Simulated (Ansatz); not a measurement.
## How AlNi stores the work of compression

The calculation used DFT PBEsol, scalar-relativistic, plane waves, PAW in Ansatz. Settings: 420 eV cutoff, 14×14×14 k-mesh, Gaussian smearing of 0.10 eV, no spin polarisation.

The relaxed crystal:

```yaml
crystal:
  lattice:
    - [2.86235, 0.00000, 0.00000]
    - [0.00000, 2.86235, 0.00000]
    - [0.00000, 0.00000, 2.86235]
  atoms:
    - { symbol: Al, position: [0.50000, 0.50000, 0.50000] }
    - { symbol: Ni, position: [0.00000, 0.00000, 0.00000] }
```

Cell and atoms were relaxed at each target pressure within the start's symmetry (Pm-3m), at zero temperature; other phases can be more stable under pressure. H = E + PV with P the target; E is the free energy at the smearing used, whose derivative the pressure is, per atom and counted from zero pressure. Spin polarisation was left out, and a magnetic state may lie lower. The mesh named is that at zero pressure; some other pressures ran on another.

```csv
P (GPa),V (Å³/atom),E − E0 (meV),H − H0 (meV)
0,11.726,0.0,0.0
1,11.659,0.2,73.0
4,11.468,3.2,289.5
12,11.034,24.5,851.0
25,10.471,88.5,1722.5
50,9.682,268.1,3289.6
90,8.832,632.2,5593.4
```

**Question.** Thermodynamics gives dH/dP = V along a relaxed path. Integrate V over P by the trapezoid rule and compare with the computed enthalpies.

**Answer.** With 1 eV/Å³ = 160.22 GPa, each step adds the mean volume times ΔP / 160.22:
```
P (GPa)  ∫V dP (meV) H − H0 (meV) difference (meV)
      1         73.0          73.0               0.0
      4        289.5         289.5               0.0
     12        851.3         851.0               0.3
     25       1723.7        1722.5               1.3
     50       3296.1        3289.6               6.5
     90       5607.2        5593.4              13.8
```

V(P) curves upward, so the trapezoid rule runs high; integrating a smooth curve through the same points puts that excess at about 12.6 meV at 90 GPa, against the 13.8 meV found.

**Question.** At 90 GPa, how much of the enthalpy change is stored energy and how much is the PV term?

**Answer.** E rises by 632 meV/atom and PV is 90 × 8.832 / 160.22 = 4961 meV/atom, so PV makes 89 % of ΔH. So between rival structures at high pressure a small difference in volume can outweigh the difference in energy: 1 % of this volume is worth 49.6 meV/atom at this pressure.

**Question.** What bulk modulus do the lowest pressures give?

**Answer.** From the pressures that the runs reached, -1.00 GPa (11.795 Å³) and 1.00 GPa (11.659 Å³), B = −ΔP/Δln V = 2.00 / 0.0116 = 173 GPa, a mean over that range.